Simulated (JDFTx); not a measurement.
# Mo in JDFTx: a series of runs

Runs on Mo. Level: revPBE. Tasks: solvation, fixed potential.

All numbers are computed with JDFTx 1.7.0 (patched build); they aren't measurements. Logs are shortened: lines on timing, memory, paths and dates and some standing lists are left out, and cuts for length are marked. The log counts tension as positive stress, the text compression.

### 1 Starting point

The cell holds a slab with vacuum, 5 atoms: a = 2.850 Å, b = 2.850 Å, c = 24.307 Å, α = 90.00°, β = 90.00°, γ = 120.00°.

The slab is cut from a database's or a generator's crystal, which needn't be the stable form of the element.

### 2 Solvation, revPBE

File neutral.in:

```
lattice \
    5.3850397740    -2.6925198870     0.0000000000 \
    0.0000000000     4.6635812446     0.0000000000 \
    0.0000000000     0.0000000000    45.9333581238
coords-type Lattice
ion Mo     0.6666666667     0.3333333333     0.3085545345 0
ion Mo     0.3333333333     0.6666666667     0.4042772673 0
ion Mo     0.0000000000     0.0000000000     0.5000000000 1
ion Mo     0.6666666667     0.3333333333     0.5957227327 1
ion Mo     0.3333333333     0.6666666667     0.6914454655 1

ion-species pseudo/Mo.upf
elec-cutoff 40
elec-ex-corr gga-x-pbe-r gga-c-pbe
kpoint-folding 4 4 1
elec-smearing Fermi 0.0018374661
elec-n-bands 45
electronic-SCF nIterations 100 energyDiffThreshold 1e-08
electronic-minimize nIterations 30 energyDiffThreshold 1e-7
coulomb-interaction Slab 001
coulomb-truncation-embed 0.000000 0.000000 0.500000
fluid LinearPCM
pcm-variant CANDLE
fluid-solvent CH3CN
fluid-cation Na+ 0.5
fluid-anion F- 0.5
initial-state vacuum.$VAR
converge-empty-states yes
forces-output-coords Cartesian

dump-name neutral.$VAR
dump End Ecomponents EigStats BandEigs Kpoints Forces State
```

Potentials or basis: PseudoDojo-SR-PBE-0.5-standard with smoothed tails.

Launch:

```bash
> jdftx -c 1 -i neutral.in -o neutral.out
```

Log:

```text
*************** JDFTx 1.7.0 (patched build) ***************

Input parsed successfully to the following command list (including defaults):
[... the input with its defaults ...]

---------- Setting up symmetries ----------

Found 24 point-group symmetries of the bravais lattice
Found 6 space-group symmetries with basis
Applied RMS atom displacement 2.78082e-10 bohrs to make symmetries exact.

---------- Initializing the Grid ----------
R =
[      5.38504     -2.69252            0  ]
[            0      4.66358            0  ]
[            0            0      45.9334  ]
unit cell volume = 1153.55
G =
[    1.16679   0.673644         -0  ]
[          0    1.34729          0  ]
[          0         -0   0.136789  ]
Minimum fftbox size, Smin = [  32  32  264  ]
Chosen fftbox size, S = [  32  32  270  ]

---------- Exchange Correlation functional ----------
Initialized LibXC exchange functional 'Revised PBE from Zhang & Yang'
Initialized LibXC correlation functional 'Perdew, Burke & Ernzerhof'

---------- Setting up pseudopotentials ----------
Width of ionic core gaussian charges (only for fluid interactions / plotting) set to 0.280993

Reading pseudopotential file 'pseudo/Mo.upf':
  'Mo' pseudopotential, 'PBE' functional
  Generated using ONCVPSP code by D. R. Hamann
  14 valence electrons, 4 orbitals, 6 projectors, 1001 radial grid points, with lMax = 2
    4S    l: 0   occupation:  2.0   eigenvalue: -2.364714
    4P    l: 1   occupation:  6.0   eigenvalue: -1.414320
    4D    l: 2   occupation:  5.0   eigenvalue: -0.137921
    5S    l: 0   occupation:  1.0   eigenvalue: -0.150182
  Core radius for overlap checks: 1.35 bohrs.

Initialized 1 species with 5 total atoms.

Folded 1 k-points by 4x4x1 to 16 k-points.

---------- Setting up k-points, bands, fillings ----------
Adding inversion symmetry to k-mesh for non-inversion-symmetric unit cell.
Reduced to 4 k-points under symmetry.
Computing the number of bands and number of electrons
Reading initial fillings from 'vacuum.fillings'.
nElectrons:  70.000000   nBands: 45   nStates: 4

----- Setting up reduced wavefunction bases (one per k-point) -----
average nbasis = 13945.812 , ideal nbasis = 13938.648

---------- Setting up coulomb interaction ----------
Fluid mode embedding: using embedded box, but periodic Coulomb kernel.
(Fluid response is responsible for (approximate) separation between periodic images.)
Setting up double-sized grid for truncated Coulomb potentials:
R =
[      5.38504     -2.69252            0  ]
[            0      4.66358            0  ]
[            0            0      91.8667  ]
unit cell volume = 2307.1
G =
[    1.16679   0.673644         -0  ]
[          0    1.34729          0  ]
[          0         -0  0.0683946  ]
Chosen fftbox size, S = [  32  32  540  ]
Integer grid location selected as the embedding center:
   Grid: [  0  0  135  ]
   Lattice: [  0  0  0.5  ]
   Cartesian: [  0  0  22.9667  ]
Constructing Wigner-Seitz cell: 8 faces (6 quadrilaterals, 2 hexagons)
Range-separation parameter for embedded mesh potentials due to point charges: 0.520346 bohrs.

Initializing DFT-D2 calculator for fluid / solvation:
	Mo:  C6:  427.91 Eh-a0^6  R0: 3.097 a0

---------- Setting up ewald sum ----------
Optimum gaussian width for ewald sums = 4.031227 bohr.
Real space sum over 2205 unit cells with max indices [  10  10  2  ]
Reciprocal space sum over 5913 terms with max indices [  4  4  36  ]

---------- Allocating electronic variables ----------
Reading eigenvalues from 'vacuum.eigenvals'.
Initializing wave functions:  reading from 'vacuum.wfns'
----- createFluidSolver() ----- (Fluid-side solver setup)
   Initializing fluid molecule 'CH3CN'
     Initializing site 'center'
       Hard sphere radius: 2.11649 bohrs
       Positions in reference frame:
         [ +0.000000 +0.000000 +0.000000 ]
     Initializing site 'C1'
       Electron density: cuspless exponential with width 0.44 and norm 4.7128
       Charge density: gaussian nuclear width 0.535422 with net site charge 0.7128
       Polarizability: cuspless exponential with width 0.35 and norm 4.49
       Positions in reference frame:
         [ +0.000000 +0.000000 -2.450975 ]
     Initializing site 'C2'
       Electron density: cuspless exponential with width 0.39 and norm 3.4832
       Charge density: gaussian nuclear width 0.535422 with net site charge -0.5168
       Polarizability: cuspless exponential with width 0.39 and norm 7.18
       Positions in reference frame:
         [ +0.000000 +0.000000 +0.311805 ]
     Initializing site 'H'
       Electron density: cuspless exponential with width 0.28 and norm 0.7659
       Charge density: gaussian nuclear width 0.377945 with net site charge -0.2341
       Polarizability: cuspless exponential with width 0.37 and norm 4.33
       Positions in reference frame:
         [ +0.000000 +1.947047 -3.168120 ]
         [ +1.686192 -0.973524 -3.168120 ]
         [ -1.686192 -0.973524 -3.168120 ]
     Initializing site 'N'
       Electron density: cuspless exponential with width 0.37 and norm 5.5063
       Charge density: gaussian nuclear width 0.488179 with net site charge 0.5063
       Polarizability: cuspless exponential with width 0.35 and norm 5.85
       Positions in reference frame:
         [ +0.000000 +0.000000 +2.505777 ]
     Net charge: 0   dipole magnitude: 1.58545
     Initializing spherical shell mfKernel with radius 4.00622 Bohr
     deltaS corrections:
       site 'center': 0
       site 'C1': -3.23112
       site 'C2': -30.1398
       site 'H': -9.23538
       site 'N': -3.91197
   Initializing fluid molecule 'Na+'
     Initializing site 'Na'
       Electron density: proportional to exp(-r/0.19682)*erfc((r-0.71491)/0.41314) with norm 8.1383
       Charge density: gaussian nuclear width 0.365347 with net site charge -1
       Hard sphere radius: 1.86327 bohrs
       Positions in reference frame:
         [ +0.000000 +0.000000 +0.000000 ]
     Net charge: -1   dipole magnitude: 0
     Initializing gaussian mfKernel with width: 1.55004 Bohr
     deltaS corrections:
       site 'Na': -22.3555
   Initializing fluid molecule 'F-'
     Initializing site 'F'
       Electron density: proportional to exp(-r/0.38886)*erfc((r-0)/0.438782) with norm 8
       Charge density: gaussian nuclear width 0.374796 with net site charge 1
       Hard sphere radius: 2.39995 bohrs
       Positions in reference frame:
         [ +0.000000 +0.000000 +0.000000 ]
     Net charge: 1   dipole magnitude: 0
     Initializing gaussian mfKernel with width: 1.59012 Bohr
     deltaS corrections:
       site 'F': -9.04335

Correction to mu due to finite nuclear width = -0.0150522
   Cavity determined by nc: 0.00142 and sigma: 0.707107
   Nonlocal vdW cavity from gaussian model electron density with norm = 16 and sigma = 1.50589 bohr
   Charge asymmetry in cavity with sensitivity pCavity = -31 e-bohr/Eh
   Electrostatic cavity expanded by eta = 3.15 bohrs
   Weighted density cavitation model constrained by Nbulk: 0.001709 bohr^-3, Pvap: 11.7584 kPa, Rvdw: 4.00622 bohr and sigmaBulk: 1.88e-05 Eh/bohr^2 at T: 298 K.
   Weighted density dispersion model using vdW pair potentials with single solvent site with sqrtC6eff: 2.21 SI.

-------- Electronic minimization -----------
Will mix electronic density at each iteration.
	Linear fluid (dielectric constant: 38.8, screening length: 5.71417 Bohr) occupying 0.638665 of unit cell:	Completed after 14 iterations at
	FillingsUpdate:  mu: -0.172764001  nElectrons: 70.000000
	Linear fluid (dielectric constant: 38.8, screening length: 5.71417 Bohr) occupying 0.639483 of unit cell:	Completed after 15 iterations at
SCF: Cycle:  0   F: -342.119694602512709   dF: +2.100e-03   |Residual|: 6.222e-03   |deigs|: 3.645e-06
	Linear fluid (dielectric constant: 38.8, screening length: 5.71417 Bohr) occupying 0.638385 of unit cell:	Completed after 14 iterations at
	FillingsUpdate:  mu: -0.171666490  nElectrons: 70.000000
	Linear fluid (dielectric constant: 38.8, screening length: 5.71417 Bohr) occupying 0.635237 of unit cell:	Completed after 15 iterations at
SCF: Cycle:  1   F: -342.079986346878798   dF: +3.971e-02   |Residual|: 3.072e-02   |deigs|: 1.457e-03
	Linear fluid (dielectric constant: 38.8, screening length: 5.71417 Bohr) occupying 0.638441 of unit cell:	Completed after 15 iterations at
	FillingsUpdate:  mu: -0.172037560  nElectrons: 70.000000
	Linear fluid (dielectric constant: 38.8, screening length: 5.71417 Bohr) occupying 0.639502 of unit cell:	Completed after 14 iterations at
SCF: Cycle:  2   F: -342.121597823317416   dF: -4.161e-02   |Residual|: 2.836e-03   |deigs|: 1.088e-03
	Linear fluid (dielectric constant: 38.8, screening length: 5.71417 Bohr) occupying 0.638445 of unit cell:	Completed after 14 iterations at
	FillingsUpdate:  mu: -0.172058644  nElectrons: 70.000000
	Linear fluid (dielectric constant: 38.8, screening length: 5.71417 Bohr) occupying 0.639516 of unit cell:	Completed after 13 iterations at
SCF: Cycle:  3   F: -342.121785721044546   dF: -1.879e-04   |Residual|: 6.218e-04   |deigs|: 1.252e-04
	Linear fluid (dielectric constant: 38.8, screening length: 5.71417 Bohr) occupying 0.638398 of unit cell:	Completed after 13 iterations at
	FillingsUpdate:  mu: -0.171773586  nElectrons: 70.000000
	Linear fluid (dielectric constant: 38.8, screening length: 5.71417 Bohr) occupying 0.639486 of unit cell:	Completed after 12 iterations at
SCF: Cycle:  4   F: -342.121790693200239   dF: -4.972e-06   |Residual|: 6.380e-04   |deigs|: 2.876e-04
	Linear fluid (dielectric constant: 38.8, screening length: 5.71417 Bohr) occupying 0.638392 of unit cell:	Completed after 11 iterations at
	FillingsUpdate:  mu: -0.171598096  nElectrons: 70.000000
	Linear fluid (dielectric constant: 38.8, screening length: 5.71417 Bohr) occupying 0.639473 of unit cell:	Completed after 13 iterations at
SCF: Cycle:  5   F: -342.121796593535635   dF: -5.900e-06   |Residual|: 5.186e-04   |deigs|: 1.741e-04
	Linear fluid (dielectric constant: 38.8, screening length: 5.71417 Bohr) occupying 0.638433 of unit cell:	Completed after 13 iterations at
	FillingsUpdate:  mu: -0.171386867  nElectrons: 70.000000
	Linear fluid (dielectric constant: 38.8, screening length: 5.71417 Bohr) occupying 0.639456 of unit cell:	Completed after 11 iterations at
SCF: Cycle:  6   F: -342.121803439735174   dF: -6.846e-06   |Residual|: 2.240e-04   |deigs|: 2.088e-04
	Linear fluid (dielectric constant: 38.8, screening length: 5.71417 Bohr) occupying 0.638509 of unit cell:	Completed after 11 iterations at
	FillingsUpdate:  mu: -0.171200857  nElectrons: 70.000000
[... 14 lines left out ...]
	Linear fluid (dielectric constant: 38.8, screening length: 5.71417 Bohr) occupying 0.639291 of unit cell:	Completed after 10 iterations at
	FillingsUpdate:  mu: -0.170579863  nElectrons: 70.000000
	Linear fluid (dielectric constant: 38.8, screening length: 5.71417 Bohr) occupying 0.639394 of unit cell:	Completed after 9 iterations at
SCF: Cycle: 11   F: -342.121804840098150   dF: -6.013e-08   |Residual|: 6.227e-05   |deigs|: 2.504e-05
	Linear fluid (dielectric constant: 38.8, screening length: 5.71417 Bohr) occupying 0.639451 of unit cell:	Completed after 9 iterations at
	FillingsUpdate:  mu: -0.170512953  nElectrons: 70.000000
	Linear fluid (dielectric constant: 38.8, screening length: 5.71417 Bohr) occupying 0.639390 of unit cell:	Completed after 10 iterations at
SCF: Cycle: 12   F: -342.121804877237992   dF: -3.714e-08   |Residual|: 3.379e-05   |deigs|: 6.687e-05
	Linear fluid (dielectric constant: 38.8, screening length: 5.71417 Bohr) occupying 0.639494 of unit cell:	Completed after 9 iterations at
	FillingsUpdate:  mu: -0.170509171  nElectrons: 70.000000
	Linear fluid (dielectric constant: 38.8, screening length: 5.71417 Bohr) occupying 0.639394 of unit cell:	Completed after 7 iterations at
SCF: Cycle: 13   F: -342.121804889854332   dF: -1.262e-08   |Residual|: 3.333e-05   |deigs|: 3.886e-06
	Linear fluid (dielectric constant: 38.8, screening length: 5.71417 Bohr) occupying 0.639506 of unit cell:	Completed after 6 iterations at
	FillingsUpdate:  mu: -0.170516872  nElectrons: 70.000000
	Linear fluid (dielectric constant: 38.8, screening length: 5.71417 Bohr) occupying 0.639394 of unit cell:	Completed after 10 iterations at
SCF: Cycle: 14   F: -342.121804904880946   dF: -1.503e-08   |Residual|: 2.829e-05   |deigs|: 7.801e-06
	Linear fluid (dielectric constant: 38.8, screening length: 5.71417 Bohr) occupying 0.639480 of unit cell:	Completed after 9 iterations at
	FillingsUpdate:  mu: -0.170500430  nElectrons: 70.000000
	Linear fluid (dielectric constant: 38.8, screening length: 5.71417 Bohr) occupying 0.639391 of unit cell:	Completed after 5 iterations at
SCF: Cycle: 15   F: -342.121804911546633   dF: -6.666e-09   |Residual|: 1.978e-05   |deigs|: 1.663e-05
	Linear fluid (dielectric constant: 38.8, screening length: 5.71417 Bohr) occupying 0.639452 of unit cell:	Completed after 6 iterations at
	FillingsUpdate:  mu: -0.170498848  nElectrons: 70.000000
	Linear fluid (dielectric constant: 38.8, screening length: 5.71417 Bohr) occupying 0.639389 of unit cell:	Completed after 6 iterations at
SCF: Cycle: 16   F: -342.121804920957231   dF: -9.411e-09   |Residual|: 1.458e-05   |deigs|: 1.653e-06
SCF: Converged (|Delta E|<1.000000e-08 for 2 iters).

Setting wave functions to eigenvectors of Hamiltonian
Converging empty states (this may take a while): |deigs|: 1.326e-05

# Ionic positions in lattice coordinates:
ion Mo   0.666666666666667   0.333333333333333   0.308554534500000 0
ion Mo   0.333333333333333   0.666666666666667   0.404277267300000 0
ion Mo  -0.000000000000000   0.000000000000000   0.500000000000000 1
ion Mo   0.666666666666667   0.333333333333333   0.595722732700000 1
ion Mo   0.333333333333333   0.666666666666667   0.691445465500000 1

# Forces in Cartesian coordinates:
force Mo   0.000000000000000   0.000000000000000  -0.000206308355259 0
force Mo   0.000000000000000  -0.000000000000000  -0.001700964512926 0
force Mo   0.000000000000000   0.000000000000000   0.000164926904267 1
force Mo   0.000000000000000   0.000000000000000   0.002067825904420 1
force Mo   0.000000000000000  -0.000000000000000   0.000130654927131 1

# Energy components:
   A_diel =       -0.0006917249017217
   Eewald =     5204.4267973162768612
       EH =     5497.7935375993029083
     Eloc =   -11156.1055556672854436
      Enl =       42.9543567225949232
      Exc =      -51.4022328959594788
 Exc_core =        9.1766330690431790
       KE =      111.0385933719790046
  MuShift =        0.0000000000000098
-------------------------------------
     Etot =     -342.1185622089500384
       TS =        0.0032427120072166
-------------------------------------
        F =     -342.1218049209572314

IonicMinimize: Iter:   0  F: -342.121804920957231  |grad|_K:  6.928e-04
IonicMinimize: None of the convergence criteria satisfied after 0 iterations.

#--- Lowdin population analysis ---
# oxidation-state Mo +0.018 +0.127 -0.011 +0.130 +0.024

Dumping 'neutral.eigStats' ...
	eMin: -2.403537 at state 0 ( [ +0.000000 +0.000000 +0.000000 ] spin 0 )
	HOMO: -0.171240 at state 1 ( [ +0.000000 +0.250000 +0.000000 ] spin 0 )
	mu  : -0.170494
	LUMO: -0.170013 at state 0 ( [ +0.000000 +0.000000 +0.000000 ] spin 0 )
	eMax: -0.007798 at state 2 ( [ +0.000000 +0.500000 +0.000000 ] spin 0 )
	HOMO-LUMO gap: +0.001227
	Optical gap  : +0.008683 at state 2 ( [ +0.000000 +0.500000 +0.000000 ] spin 0 )
Done!
```

Wall time 2.2 min (1 thread of Arm Neoverse V1, shared host); peak memory 0.29 GiB.

The run converged, but some of its settings lie outside the range that counts as converged, so its numbers aren't taken as properties of the slab.

Results:

```yaml
Free_energy: -9309.6086 eV
Largest_force: 0.106 eV/Å
Band_gap_on_the_k_mesh: none (metal or under the smearing width)
Solvation_energy: -0.019 eV
```

Caveat: the k mesh is coarse (spacing up to 0.64 Å⁻¹), so the values aren't converged; forces may be off by hundredths of an eV/Å; forces in the liquid are good to some per cent; the liquid is a continuum model, checked here against plausible ranges alone; the potentials were made for another functional, which shifts forces and pressure.

(Continued in part 2 of 3.)
